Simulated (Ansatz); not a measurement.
# Electron scattering at the Σ5 (210) boundary in fcc Cu with Al (substitutional), part 2 of 2

How much does the Σ5 (210) boundary in fcc Cu with Al (substitutional) reflect electrons?

Ansatz 0.2.0; Ansatz plane-wave DFT, PBE, PAW files; relaxation of a bicrystal slab with its lowest layers held; PAW set soft_1 (the session's first sound run).

So far. Step 2 (Relaxing the bicrystal): The largest force component on a free atom ends at 0.0023 eV/Å, under the tolerance of 0.03, after 13 steps.

**3. Transmission across the boundary**

Bulk layers of each grain are laid under and over the relaxed boundary, and a lead is named in the middle of each, away from the free faces. The mesh across the current, 20×20, is finer than the density's, because channels open and close sharply across the zone. Energies from -0.1 to 0.1 eV in steps of 0.05 eV are too few for the program's thermal sum, so it prints no conductance; for a metal the transmission near the Fermi level serves, at a fraction of the cost.

This step: Ansatz plane-wave DFT, PBE, PAW files; ballistic transport by layer matching (Landauer), zero bias; boundary relaxed in a short slab, bulk layers laid on; PAW set soft_1 (Ansatz 0.2.0).

System of this step: Σ5 (210) boundary in fcc Cu with Al (substitutional). The cell holds 53 atoms: 52 Cu and 1 Al. Cell: a = 4.427 Å, b = 3.615 Å, c = 50.620 Å, α = 90.0°, β = 90.0°, γ = 65.9°. It derives from Cu. Regions: lower grain, 22 atoms (22 Cu); boundary, 14 atoms (13 Cu and 1 Al); upper grain, 17 atoms (17 Cu). Vacuum lies along c.

Input file input.yaml:

```yaml
crystal:
  lattice:
    - [4.4274037203, 0.0, 0.0]
    - [1.4758012401, 3.2999918941, 0.0]
    - [0.0, 0.0, 50.6198349029]
  atoms:
    - { symbol: Cu, position: [-17.3999999996, 8.6999999998, 0.0790204079] }
    - { symbol: Cu, position: [-16.7999999996, 8.3999999998, 0.0949890421] }
    - { symbol: Cu, position: [-16.1999999996, 8.0999999998, 0.1109576764] }
    - { symbol: Cu, position: [-15.5999999996, 7.7999999998, 0.1269263106] }
    - { symbol: Cu, position: [-14.9999999996, 7.4999999998, 0.1428949449] }
    - { symbol: Cu, position: [-14.3999999997, 7.1999999998, 0.1588635791] }
    - { symbol: Cu, position: [-13.7999999997, 6.8999999998, 0.1748322134] }
    - { symbol: Cu, position: [-13.1999999997, 6.5999999998, 0.1908008476] }
    - { symbol: Cu, position: [-12.5999999997, 6.2999999998, 0.2067694819] }
    - { symbol: Cu, position: [-11.9999999997, 5.9999999998, 0.2227381162] }
    - { symbol: Cu, position: [-11.3999999997, 5.6999999998, 0.2387067504] }
    - { symbol: Cu, position: [-10.7999999997, 5.3999999998, 0.2546753847] }
    - { symbol: Cu, position: [-10.1999999998, 5.0999999999, 0.2706440189] }
    - { symbol: Cu, position: [-9.5999999998, 4.7999999999, 0.2866126532] }
    - { symbol: Cu, position: [-8.9999999998, 4.4999999999, 0.3025812874] }
    - { symbol: Cu, position: [-8.3999999998, 4.1999999999, 0.3185499217] }
    - { symbol: Cu, position: [-7.7999999998, 3.8999999999, 0.3345185559] }
    - { symbol: Cu, position: [-7.1999999998, 3.5999999999, 0.3504871902] }
    - { symbol: Cu, position: [-6.5999999998, 3.2999999999, 0.3664558244] }
    - { symbol: Cu, position: [-5.9999999999, 2.9999999999, 0.3824244587] }
    - { symbol: Cu, position: [-5.3999999999, 2.6999999999, 0.398393093] }
    - { symbol: Cu, position: [-4.7999999999, 2.3999999999, 0.4143617272] }
    - { symbol: Cu, position: [0.8000000001, 0.0999999999, 0.4303303615] }
    - { symbol: Cu, position: [0.4018567223, 0.7990716388, 0.4466550699] }
    - { symbol: Cu, position: [0.003739537, 0.4981302315, 0.4627857723] }
    - { symbol: Cu, position: [0.6068320574, 0.1965839713, 0.4786774728] }
    - { symbol: Cu, position: [0.2111968749, 0.8944015625, 0.4949366773] }
    - { symbol: Cu, position: [0.8094253864, 0.5952873068, 0.5115796821] }
    - { symbol: Cu, position: [0.4172197334, 0.2913901333, 0.5285750806] }
    - { symbol: Al, position: [0.0162853931, -0.0081426966, 0.5424484845] }
    - { symbol: Cu, position: [0.5918062716, 0.7040968642, 0.5649943056] }
    - { symbol: Cu, position: [-0.0504833404, 1.0252416702, 0.5883768172] }
    - { symbol: Cu, position: [0.3475569249, 0.3262215376, 0.5991751154] }
    - { symbol: Cu, position: [-0.261283272, 0.630641636, 0.6175167107] }
    - { symbol: Cu, position: [0.1479065655, 0.9260467172, 0.6340616849] }
    - { symbol: Cu, position: [0.5419412663, 0.2290293668, 0.6495128098] }
    - { symbol: Cu, position: [-5.0580587337, 2.5290293668, 0.6654814441] }
    - { symbol: Cu, position: [-5.6580587337, 2.8290293668, 0.6814500783] }
    - { symbol: Cu, position: [-6.2580587336, 3.1290293668, 0.6974187126] }
    - { symbol: Cu, position: [-6.8580587336, 3.4290293668, 0.7133873468] }
    - { symbol: Cu, position: [-7.4580587336, 3.7290293668, 0.7293559811] }
    - { symbol: Cu, position: [-8.0580587336, 4.0290293668, 0.7453246153] }
    - { symbol: Cu, position: [-8.6580587336, 4.3290293668, 0.7612932496] }
    - { symbol: Cu, position: [-9.2580587336, 4.6290293668, 0.7772618838] }
    - { symbol: Cu, position: [-9.8580587336, 4.9290293668, 0.7932305181] }
    - { symbol: Cu, position: [-10.4580587335, 5.2290293668, 0.8091991524] }
    - { symbol: Cu, position: [-11.0580587335, 5.5290293667, 0.8251677866] }
    - { symbol: Cu, position: [-11.6580587335, 5.8290293667, 0.8411364209] }
    - { symbol: Cu, position: [-12.2580587335, 6.1290293667, 0.8571050551] }
    - { symbol: Cu, position: [-12.8580587335, 6.4290293667, 0.8730736894] }
    - { symbol: Cu, position: [-13.4580587335, 6.7290293667, 0.8890423236] }
    - { symbol: Cu, position: [-14.0580587335, 7.0290293667, 0.9050109579] }
    - { symbol: Cu, position: [-14.6580587334, 7.3290293667, 0.9209795921] }
kpoints:
  mp_grid: { grid: [8, 8, 1] }
hamiltonian:
  xc: pbe
  pseudopotentials: { kind: paw, azcp: { folder: soft_1 } }
scf:
  occupations: { method: fermi_dirac, width: 0.1 }
output:
  transmission:
    leads: [[12, 13], [43, 44]]
    kmesh: [20, 20]
    e_range: [-0.1, 0.1]
    de: 0.05
  write_potential: true
  write_density: true
  volumetric_format: npy
  elf: true
```

Command:

```sh
> ansatz run input.yaml --threads 4 --pin off --max-ram 15360MiB --backend cpu --events-out ev --progress --plain --runs-dir out
```

Numbers of over 12 decimals in the logs are rounded to 6 here.

What it wrote:

```text
[...]
Crystal: 53 atoms, lattice volume = 739.576 Å³
Basis set: ecut = 420 eV, 14479 PW (Γ)
Bands: 595, of which v1, the nominal top of the filled ones, is band 496 counted from 1 (495 counted from 0)
Symmetry: 2 space group operations
[...]
k-points: 21 of 64 (time reversal used)
[...]
SCF iter   1: F=—  HF=-345092.010409 eV  |F-HF|=—  |Δ(HF+E_count)|=         —  Δρ=2.46e-1  dr2=2.87e2  ethr=3.10e-3  ⟨swp⟩=5.0  Hψ=41354  notcnv=0  defer=1099
[...]
SCF iter  17: F=-345044.174711 eV  HF=-345044.174711 eV  |F-HF|=7.92e-9  |Δ(HF+E_count)|=  5.82e-11  Δρ=4.28e-7  dr2=6.50e-9  ethr=2.66e-12  ⟨swp⟩=1.9  Hψ=32669  notcnv=0
SCF 1 converged in 17 iterations: F = -345044.174711 eV  dr2 = 6.50e-9
[...]
transmission: 446 of 4440 steps passed
transmission: 890 of 4440 steps passed
[...]
transmission: 4440 of 4440 steps passed
WARN: The input density's exchange-correlation potential varies sharply where the density is thin. Do not read a vacuum level from v_tot or v_xc, or from such a field of the output density. On a cell that repeats whose density bears no net charge and no dipole along the vacuum's axis use v_es (v_loc + v_h of the components); under efield.dipole_correction with no amplitude use v_es + v_field, which holds any external [...]
SCF converged after 17 iterations
an eigenvalue changed by more than its tolerance at an iteration that met the thresholds in force, so the SCF went on 2 times: the last check was not made
the last check of whether an eigenvalue changes by more than its tolerance under the output density was not made (no_room)
Free energy (F): -345044.174711 eV
[...]
Internal energy: -345043.630439 eV  (E = F + TS)
E sigma→0 (E₀):  -345043.902575 eV
Entropy (-TS):   -0.544272 eV (-10.269 meV/atom)
Fermi energy:    13.153488 eV
[...]
--- Band table (eV; the first three rows and the last of 21) ---
  k-point 0: bands = [... 492 lower, 14.6740, 14.7229, 14.8462, 14.9092, 15.0142, 15.1037, 15.1242, 15.1715, ... 95 higher]
  k-point 1: bands = [... 492 lower, 14.4909, 14.5551, 14.6285, 14.7148, 14.7794, 14.9009, 15.0825, 15.2513, ... 95 higher]
  k-point 2: bands = [... 492 lower, 14.0116, 14.0426, 14.0767, 14.0988, 14.2201, 14.2596, 14.3677, 14.3784, ... 95 higher]
  k-point 20: bands = [... 492 lower, 12.0392, 12.1116, 12.2571, 12.3183, 12.5375, 12.6540, 12.8650, 13.0089, ... 95 higher]
--- Transmission ---
  basis      : 131 plane waves across, 40 finite elements along
  points     : 111, standing for a mesh of 20 x 20
  energies   : 5 from -0.100000 to 0.100000 eV about the Fermi level, 0.050000 eV apart; the leads are filled to 0.000000 eV, and channels, transmission and decay are at 0.000000 eV
  crystal 0  : Cu3, at the sites [12, 13], period 2.4250 Å, over 18.59 Å; its Hamiltonian steps by up to 7.1 meV
    offset         : up to 0.0000 Å between an atom of the period and one for which it stands
    channels       : 2.137500e0 a spin
    conductance    : none, the energies end too early or step too widely for 300 K: set another output.transmission.e_range or a lower de, or, where they end at an eighth of basis.ecutwfc, a higher one
[...]
channels       : 2.137500e0 a spin
[...]
junction   : crystal 0 to crystal 1, 13.00 to 38.43 Å
    transmission   : 1.602293e0 a spin
[...]
```

Run time: 19 min. Hardware: 4 threads of Intel Xeon Platinum 8375C at 2.90GHz (Ice Lake), shared host; peak memory 10 GiB.

Numbers from this step:

| Item | Value |
| --- | --- |
| free energy | -345044.1747 eV |
| energy at zero smearing | -345043.9026 eV |
| Fermi energy | 13.15 eV |
| cell area | 14.61 Å² |
| transmission per spin nearest the Fermi level | 1.602 |
| open channels per spin nearest the Fermi level | 2.138 |
| open channels per spin, upper lead | 2.138 |
| step of the lead's potential | 7.1 meV |
| step of the upper lead's potential | 10.6 meV |

Per spin. Table of transmission, zone mean by energy, zero at the Fermi level:

```tsv
energy (eV)	transmission, zone mean
-0.1000	1.62
-0.0500	1.60
0.0000	1.60
0.0500	1.60
0.1000	1.61
```

Per spin. Open channels, zone mean, lead = upper lead against energy, zero at the Fermi level:

```tsv
energy (eV)	open channels, zone mean, lead = upper lead
-0.1000	2.14
-0.0500	2.12
0.0000	2.14
0.0500	2.15
0.1000	2.15
```

Transmission over k1 and k2. At 0.0000 eV from the Fermi level.

Values, 12 rows by 16 columns, each cell a mean:
```
0.90 1.07 1.63 2.13 2.07 1.41 0.93 0.89 1.13 1.41 1.94 2.23 2.19 1.88 1.32 0.91
1.99 2.14 2.36 2.42 2.33 2.12 1.96 1.88 1.51 1.38 1.25 1.18 1.41 1.59 1.95 1.98
2.53 2.57 2.59 2.58 2.53 2.42 2.17 1.06 0.98 0.95 0.95 0.92 0.86 1.01 2.15 2.44
2.07 2.22 2.15 2.11 1.88 1.79 1.79 1.14 1.00 1.00 1.00 0.99 1.35 1.86 1.77 1.85
1.57 1.61 1.62 1.70 1.81 1.83 1.41 0.91 0.99 0.99 0.91 1.07 1.81 1.83 1.75 1.66
1.46 1.51 1.62 1.72 1.78 1.58 1.16 0.99 0.99 0.99 1.14 1.46 1.82 1.74 1.63 1.52
1.54 1.62 1.72 1.81 1.75 1.14 0.95 0.99 0.97 0.94 1.39 1.81 1.78 1.69 1.59 1.53
1.72 1.75 1.81 1.87 1.41 0.98 0.98 0.99 0.99 1.17 1.74 1.83 1.84 1.80 1.85 1.91
2.44 2.18 1.92 0.97 0.98 0.99 0.99 0.99 0.87 0.98 2.00 2.14 2.36 2.52 2.56 2.54
2.35 2.31 2.04 1.32 1.05 0.89 0.97 1.12 1.43 2.14 2.32 2.38 2.47 2.51 2.50 2.43
1.16 1.28 1.64 1.84 1.99 1.94 1.79 1.58 1.37 1.15 1.18 1.73 2.22 2.21 1.90 1.31
0.84 0.86 1.05 1.90 2.23 1.86 1.25 0.91 0.83 0.88 0.93 1.71 2.17 1.75 1.04 0.89
```
Columns: k1 (b1) from -0.5 to 0.45; rows upwards: k2 (b2) from -0.5 to 0.45.

Open channels over k1 and k2. At 0.0000 eV from the Fermi level.

Ten even steps from '_' (1.00) to '@' (3.00):
```
++++++@@@@@@@@++++++++++@@@@@@@@@@@@++++
++++@@@@@@@@@@++++++@@@@@@@@@@@@@@@@@@++
@@@@@@@@@@@@@@@@@@@@@@++++____++++@@@@@@
@@@@@@@@@@@@@@@@@@@@______________@@@@@@
@@@@@@@@@@@@@@@@++________________++@@@@
@@@@@@@@@@@@++++++______________++++++@@
++++++++++++++++++____________++++++++++
++++++++++++++++++__________++++++++++++
++++++++++++++++____________++++++++++++
++++++++++++++++__________++++++++++++++
++++++++++++++____________++++++++++++++
++++++++++++++__________++++++++++++++++
++++++++++++____________++++++++++++++++
@@@@++++++______________++++++@@@@@@@@@@
@@@@@@++________________++@@@@@@@@@@@@@@
@@@@@@@@______________@@@@@@@@@@@@@@@@@@
@@@@@@@@++++____++++@@@@@@@@@@@@@@@@@@@@
++++@@@@@@@@@@@@@@@@@@++++++@@@@@@@@@@++
++++++@@@@@@@@@@@@++++++++++@@@@@@@@++++
++++++++@@@@@@++++++++++++++@@@@@@++++++
```
Columns: k1 (b1) from -0.5 to 0.45; rows upwards: k2 (b2) from -0.5 to 0.45.

Electrostatic potential energy in the ca plane at fractional y = 0.025, with atoms of Cu and Al within 0.2 Å of it. With pseudopotentials it is smooth inside the atoms' cores, unlike the true potential.

Ten even steps from '0' (-44 eV) to '9' (15 eV), each cell a mean:
```
00169962259999999999978987861002899778999998
43589830028999899999987778983015999999999984
88999830038997568999998889998668999998899983
99999974469985237999999999999999999986579985
99999998899985347999988999999999999985469998
89999999999998779999878999999999999986679999
99999999987899999999888999999998999998899888
99999999865799987899999999999999999999999756
99999999876799963369999999999999998657998634
77899999988999840048987778999999995104899756
21379999999999851158977877996447984002899989
00059998799999986689878997872004896214899999
```
Columns run along c (16.0 Å, from fractional 0.38 to 0.69 of the cell; values clipped at the 3rd and 97th percentile), rows up along a (4.4 Å). Atoms in or near the plane, at fractional coordinates: Cu at (0.38, 0.00), Al at (0.54, 0.02), Cu at (0.59, 0.95).

ELF in the ca plane at fractional y = 0.025, with atoms of Cu and Al within 0.2 Å of it. It is the smooth field of the valence electrons, not physical close to the nuclei.

Values, 7 rows by 16 columns, each cell a mean:
```
0.26 0.18 0.20 0.18 0.22 0.21 0.23 0.40 0.16 0.44 0.33 0.21 0.21 0.19 0.23 0.19
0.19 0.22 0.22 0.20 0.20 0.16 0.23 0.36 0.49 0.39 0.18 0.20 0.24 0.19 0.20 0.18
0.23 0.21 0.20 0.20 0.20 0.16 0.23 0.21 0.27 0.22 0.24 0.24 0.23 0.17 0.18 0.21
0.20 0.20 0.27 0.19 0.20 0.19 0.25 0.18 0.20 0.18 0.20 0.18 0.26 0.19 0.19 0.20
0.24 0.23 0.22 0.16 0.21 0.21 0.18 0.25 0.36 0.27 0.22 0.19 0.22 0.20 0.22 0.16
0.18 0.22 0.23 0.18 0.22 0.18 0.18 0.38 0.43 0.46 0.22 0.22 0.18 0.20 0.21 0.16
0.34 0.19 0.19 0.20 0.24 0.18 0.17 0.38 0.14 0.44 0.23 0.19 0.18 0.19 0.22 0.21
```
Columns run along c (16.0 Å, from fractional 0.38 to 0.69 of the cell), rows up along a (4.4 Å). Atoms in or near the plane, at fractional coordinates: Cu at (0.38, 0.00), Al at (0.54, 0.02), Cu at (0.59, 0.95).

Valence density in the ca plane at fractional y = 0.025, with atoms of Cu and Al within 0.2 Å of it. It is the smooth field of the valence electrons, not physical close to the nuclei.

Ten steps, logarithmic in the rise over the least value, from '0' (0 e/Å³) to '9' (48 e/Å³), each cell a mean:
```
79620025520000000000000000126994101111000001
34310148851000110000000000014763000000000013
11100147741001321000000000001221000001100014
00000024420013441000000000000000000012210013
00000001100012431000111000000000000013321001
10000000000001211000111000000000000012210000
10000000011100000000111000000001000001100111
00000000122100011110000000000000000010001232
00000000122100024420000000000000001231001233
12100000011000136631000000000110013664100122
56410000000000135521000000012331013785100011
89730001110000012210000000015873112553100000
```
Columns run along c (16.0 Å, from fractional 0.38 to 0.69 of the cell), rows up along a (4.4 Å). Atoms in or near the plane, at fractional coordinates: Cu at (0.38, 0.00), Al at (0.54, 0.02), Cu at (0.59, 0.95).

Over the solved energies the transmission per spin lies between 1.60 and 1.62, out of 2.14 channels of the lead on average (up to 2.15).

**4. Specific resistance**

This step: Ansatz plane-wave DFT, PBE, PAW files; ballistic transport by layer matching (Landauer), zero bias; specific resistance of the boundary; PAW set soft_1 (Ansatz 0.2.0).

This step gave:

| Quantity | Value |
| --- | --- |
| area resistance | 0.2914 fΩ m² |
| T over the leads' mean channel count | 0.7517 |

Averaged over the energies near the Fermi level, 75.2 % of the channels pass, which makes 0.291 fΩ m².

By hand, with T and the leads' channels N averaged over the energies near the Fermi level: RA = A (h/2e²)(1/T − ½[1/N₁ + 1/N₂]) = 14.61×10⁻²⁰ m² × 12 906 Ω × (1/1.607 − ½[1/2.138 + 1/2.138]) = 0.291 fΩ m².

**5. Summary of results**

| Property | Result |
| --- | --- |
| specific resistance of the boundary | 0.291 fΩ m² |
| share of channels that pass | 0.752 |

What this shows: The boundary has a specific resistance of 0.29 fΩ m². The boundary reflects 25 % of the channels; 0.29 fΩ m² is 2.9×10⁻¹² Ω·cm². That equals the resistance of 17 nm of bulk Cu at 300 K (measured 1.725 µΩ cm, CRC Handbook of Chemistry and Physics, 84th ed., 2003, Electrical Resistivity of Pure Metals). One Al in 14.6 Å² of boundary is a high coverage. In the relaxation the upper grain slid sideways by about 1.1 Å, so the result belongs to the position that it found, not to the starting one. Each plane of this narrow cell holds one atom, so the solute fills a whole plane. One starting structure was relaxed; another shift or atom count at the boundary may lie lower.

[Logs are printed without paths, hosts, clocks, repeated set-up lines and the standing remarks that a program may print on its own settings, such as how far it seeks lower states.]

[Hosts, paths, dates, database ids (printed as entryN), source tags and the programs' standing remarks are cut or masked in the printed files.]
